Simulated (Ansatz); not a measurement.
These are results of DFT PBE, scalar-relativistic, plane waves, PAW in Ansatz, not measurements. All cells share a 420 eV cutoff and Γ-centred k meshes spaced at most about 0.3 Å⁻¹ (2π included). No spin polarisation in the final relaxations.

These are static total energies at zero pressure. All come from trial cells, and lower structures may exist.

Question: Order these relaxed structures of LiF by energy, lowest first, with the energy over the lowest of them.
1.

```
Li F
1.0
     4.95776    0.00000    0.00000
    -2.47888    4.29355    0.00000
     0.00000    0.00000    9.32805
Li F
6 6
Direct
  0.80182 0.40091 0.08333
  0.59909 0.40091 0.41667
  0.40091 0.80182 0.25000
  0.59909 0.19818 0.75000
  0.19818 0.59909 0.58333
  0.40091 0.59909 0.91667
  0.61222 0.22443 0.25000
  0.22443 0.61222 0.08333
  0.38778 0.61222 0.41667
  0.77557 0.38778 0.58333
  0.61222 0.38778 0.91667
  0.38778 0.77557 0.75000
```

2.

```
Li F
1.0
    -2.52033    2.59171    1.46152
     2.52033   -2.59171    1.46152
     2.52033    2.59171   -1.46152
Li F
2 2
Direct
  0.00000 0.00000 0.50000
  0.00000 0.50000 0.00000
  0.00000 0.50000 0.50000
  0.50000 0.50000 0.00000
```

3.

```
Li F
1.0
     0.00000    2.03352    2.03352
     2.03352    0.00000    2.03352
     2.03352    2.03352    0.00000
Li F
1 1
Direct
  0.50000 0.50000 0.50000
  0.00000 0.00000 0.00000
```

Answer: 3 (0 meV/atom), 1 (138 meV/atom), 2 (165 meV/atom). Forms: 3 rock salt type, Fm-3m; 1 P6_122; 2 Imma. Counting F atoms around Li (those within 1.25 times the shortest such distance or 1.15 times the sum of covalent radii): cell 3 has Li 6; cell 1 has Li 3; cell 2 has Li 4.

Cells relaxed within their symmetry can be saddle points. The part of the Crystallography Open Database at hand lists LiF in space group No. 225; sharing a group (Fm-3m) doesn't make a cell the listed structure. Some candidate types were left out of the draw beforehand, so a known form may be missing.
